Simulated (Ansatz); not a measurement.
MnO:

```
CELL_PARAMETERS angstrom
0.00000 2.22391 2.22391
2.22391 0.00000 2.22391
2.22391 2.22391 0.00000
ATOMIC_POSITIONS crystal
Mn 0.00000 0.00000 0.00000
O 0.50000 0.50000 0.50000
```

The cell is a database's computed one.

Base run:

| Quantity | Value |
| --- | --- |
| Program | Ansatz 0.2.0 |
| Functional | PBE |
| Potentials or basis | all-electron LAPW, scalar-relativistic |
| Cutoff | 324 eV (chosen from the basis error) |
| Basis error allowed | 0.001 eV/atom |
| k mesh | 10 × 10 × 10 |
| Occupations | gaussian, width 0.021 eV |
| Spin | collinear spin, ferromagnetic start |
| Starting moments | [4.0, 0.0] μB |

Its results: pressure 0.2 GPa; net moment 4.80 μB per cell; site moments Mn +4.35; O +0.24 μB.

Q: The run is repeated on the same cell with these changes: functional from PBE to RPBE; occupations from gaussian, width 0.021 eV to fermi-dirac, width 0.05 eV. What comes out?

A: Pressure 5.6 GPa; net moment 4.82 μB per cell; site moments Mn +4.37; O +0.23 μB.

Caveats: a cell with one magnetic atom can't hold antiferromagnetic order, which such compounds often take.
